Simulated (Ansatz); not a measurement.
`C[CH2][Sn][F]` + `N=C(N)O` → `CNC(=N)O` + `[CH3][Sn][F]`  (substitution at a C–C bond)

Program: Ansatz. Geometries: PBE0-D4/def2-TZVP. ΔE: electronic, gas phase. CCSD(T)/CBS is the MP2 limit (def2-TZVPP, def2-QZVPP) plus CCSD(T) − MP2 in def2-TZVPP, frozen cores. Functionals use def2-TZVPP. B3LYP here is the variant with VWN-RPA as its local correlation; programs differ in this. def2 core potentials past Kr. For Sn outer-core shells are correlated without core-valence functions, which leaves a few kJ/mol of doubt a bond. Each species was taken in one conformer, which may not be the lowest.

`C[CH2][Sn][F]`:

```xyz
9

C    -0.289   -0.574    0.703
C     0.167    0.769    0.147
Sn    0.021    0.961   -2.028
F     0.475   -0.914   -2.343
H     0.208   -1.402    0.195
H    -0.082   -0.662    1.775
H    -1.366   -0.718    0.574
H     1.232    0.934    0.366
H    -0.366    1.606    0.611
```

`N=C(N)O`:

Cartesian coordinates in Å:
```
N -1.325 0.353 0.065
C -0.119 -0.032 -0.012
N 0.778 0.178 0.991
O 0.478 -0.719 -1.021
H -1.883 0.060 -0.729
H 0.489 0.847 1.682
H 1.751 0.172 0.743
H -0.167 -0.859 -1.719
```

`CNC(=N)O`:

Z-matrix (Å, degrees):
```
C
N 1 1.439
H 1 1.090 2 109.4
H 1 1.090 2 108.9 3 119.0
H 1 1.096 2 112.6 3 -119.7
C 2 1.355 1 120.5 3 52.4
H 2 1.004 1 118.9 3 -153.3
O 6 1.362 2 109.6 1 172.1
N 6 1.271 2 122.5 1 -8.8
H 8 0.961 6 108.3 2 -178.9
H 9 1.014 6 112.6 2 -176.0
```

`[CH3][Sn][F]`:

Cartesian coordinates in Å:
```
C -0.192 0.456 0.418
Sn -0.628 -0.749 -1.339
F 1.093 -1.666 -1.260
H 0.733 1.014 0.244
H -0.014 -0.210 1.268
H -0.993 1.154 0.669
```

```json
{"level": "PBE-D4", "ΔE (kJ/mol)": "11.3", "difference from CCSD(T)/CBS": "-0.5"}
{"level": "r2SCAN-D4", "ΔE (kJ/mol)": "10.3", "difference from CCSD(T)/CBS": "-1.5"}
{"level": "PBE0-D4", "ΔE (kJ/mol)": "11.1", "difference from CCSD(T)/CBS": "-0.7"}
{"level": "B3LYP-D4", "ΔE (kJ/mol)": "9.7", "difference from CCSD(T)/CBS": "-2.1"}
{"level": "ωB97X-V", "ΔE (kJ/mol)": "8.7", "difference from CCSD(T)/CBS": "-3.1"}
{"level": "ωB97M-V", "ΔE (kJ/mol)": "10.1", "difference from CCSD(T)/CBS": "-1.7"}
{"level": "B2PLYP", "ΔE (kJ/mol)": "9.9", "difference from CCSD(T)/CBS": "-1.9"}
{"level": "PBE", "ΔE (kJ/mol)": "10.6", "difference from CCSD(T)/CBS": "-1.2"}
{"level": "r2SCAN", "ΔE (kJ/mol)": "10.3", "difference from CCSD(T)/CBS": "-1.5"}
{"level": "PBE0", "ΔE (kJ/mol)": "10.4", "difference from CCSD(T)/CBS": "-1.4"}
{"level": "B3LYP", "ΔE (kJ/mol)": "8.2", "difference from CCSD(T)/CBS": "-3.6"}
{"level": "HF/def2-TZVPP", "ΔE (kJ/mol)": "6.7", "difference from CCSD(T)/CBS": "-5.1"}
{"level": "MP2/def2-TZVPP", "ΔE (kJ/mol)": "13.1", "difference from CCSD(T)/CBS": "1.3"}
{"level": "SCS-MP2/def2-TZVPP", "ΔE (kJ/mol)": "11.7", "difference from CCSD(T)/CBS": "-0.1"}
{"level": "CCSD/def2-TZVPP", "ΔE (kJ/mol)": "11.4", "difference from CCSD(T)/CBS": "-0.4"}
{"level": "CCSD(T)/def2-TZVPP", "ΔE (kJ/mol)": "11.7", "difference from CCSD(T)/CBS": "-0.1"}
{"level": "HF/def2-QZVPP", "ΔE (kJ/mol)": "5.9", "difference from CCSD(T)/CBS": "-5.9"}
{"level": "MP2/def2-QZVPP", "ΔE (kJ/mol)": "12.8", "difference from CCSD(T)/CBS": "1.0"}
{"level": "SCS-MP2/def2-QZVPP", "ΔE (kJ/mol)": "11.5", "difference from CCSD(T)/CBS": "-0.3"}
{"level": "HF/CBS(def2)", "ΔE (kJ/mol)": "5.7", "difference from CCSD(T)/CBS": "-6.1"}
{"level": "MP2/CBS(def2)", "ΔE (kJ/mol)": "13.1", "difference from CCSD(T)/CBS": "1.3"}
{"level": "CCSD/CBS(def2)", "ΔE (kJ/mol)": "11.5", "difference from CCSD(T)/CBS": "-0.3"}
{"level": "CCSD(T)/CBS", "ΔE (kJ/mol)": "11.8", "difference from CCSD(T)/CBS": "0"}
```

Largest T1 diagnostic among the species: 0.015.

In def2-TZVPP, CCSD(T) changes the Hartree–Fock value by +5.0 kJ/mol (the triples alone add +0.3 kJ/mol) and MP2 by +6.3 kJ/mol.

CCSD(T)/CBS has its own doubt, a few kJ/mol and more with outer-core shells, so smaller differences from it don't rank the levels.
